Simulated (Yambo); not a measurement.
An input for Yambo 5.3.0 (MgSi):

Contents of optics7.in:

```
optics
chi
DipApproach= "Covariant"
Chimod= "IP"
% BndsRnXd
 1 | 22 |
%
% LongDrXd
 1 | 1 | 0 |
%
% QpntsRXd
 1 | 1 |
%
% EnRngeXd
 0 | 10 | eV
%
% DmRngeXd
 0.2 | 0.2 | eV
%
ETStpsXd= 150
```

Contents of scf.in:

```
&CONTROL
  calculation = 'scf'
  prefix = 'pwscf'
  outdir = './tmp'
  pseudo_dir = './pseudo'
/
&SYSTEM
  ibrav = 0
  nat = 2
  ntyp = 2
  ecutwfc = 84
  nbnd = 13
  occupations = 'smearing'
  smearing = 'fd'
  degauss = 0.00367493
  force_symmorphic = .true.
/
&ELECTRONS
  conv_thr = 4d-10
  electron_maxstep = 120
  mixing_beta = 0.5
/
ATOMIC_SPECIES
Si    28.0850 Si.upf
Mg    24.3050 Mg.upf
CELL_PARAMETERS angstrom
   2.9083940000    0.0000000000    0.0000000000
   0.0000000000    2.9083940000    0.0000000000
   0.0000000000    0.0000000000    4.1034270000
ATOMIC_POSITIONS crystal
Si     0.5000000000    0.5000000000    0.5000000000
Mg     0.0000000000    0.0000000000    0.0000000000
K_POINTS automatic
16 16 12 0 0 0
```

nscf.in

```
&CONTROL
  calculation = 'nscf'
  prefix = 'pwscf'
  outdir = './tmp'
  pseudo_dir = './pseudo'
/
&SYSTEM
  ibrav = 0
  nat = 2
  ntyp = 2
  ecutwfc = 84
  nbnd = 32
  occupations = 'smearing'
  smearing = 'fd'
  degauss = 0.00367493
  force_symmorphic = .true.
/
&ELECTRONS
  conv_thr = 1d-08
  diago_full_acc = .true.
  diago_thr_init = 1d-06
/
ATOMIC_SPECIES
Si    28.0850 Si.upf
Mg    24.3050 Mg.upf
CELL_PARAMETERS angstrom
   2.9083940000    0.0000000000    0.0000000000
   0.0000000000    2.9083940000    0.0000000000
   0.0000000000    0.0000000000    4.1034270000
ATOMIC_POSITIONS crystal
Si     0.5000000000    0.5000000000    0.5000000000
Mg     0.0000000000    0.0000000000    0.0000000000
K_POINTS automatic
16 16 12 0 0 0
```

Potentials or basis: PseudoDojo 0.4.1 SR PBEsol standard.

Launch:

```bash
$ OMP_NUM_THREADS=1 pw.x -in scf.in > scf.out
$ OMP_NUM_THREADS=1 pw.x -in nscf.in > nscf.out
$ cd tmp/pwscf.save; p2y; mv SAVE ../..; cd ../..
$ OMP_NUM_THREADS=1 yambo
$ OMP_NUM_THREADS=1 yambo -F optics7.in -J optics7 -C optics7_out
```

Problem. Does this run start?

Solution. The run stopped without a result. It printed:

Yambo's report:

```text
[... sections 02.01 to 02.04 as in the set-up run ...]

  [02.05] Energies & Occupations
  ==============================

  [X] === General ===
  [X] Electronic Temperature                        :  0.258606E-1   300.100    [eV K]
  [X] Bosonic    Temperature                        :  0.258606E-1   300.100    [eV K]
  [X] Finite Temperature mode                       : yes
  [X] El. density                                   :  0.40334E+24 [cm-3]
[... 81 lines left out ...]

  [04.01] Setup: observables and procedures
  =========================================

   Smallest q vectors (crystal coordinates) :
        0.062500      0.062500      0.083333
   Smallest g0 vector in each direction: positive:   7   6   3
                                         negative:   4   5   2
   Lenght of G vectors in each direction:     1.14321460    1.14321460    0.81027845

  [ERROR] STOP signal received while in[04.01] Setup: observables and procedures

  [ERROR] Covariant dipoles not implemented for metals
```

Among its messages:

```text
[X] Metallic system
```
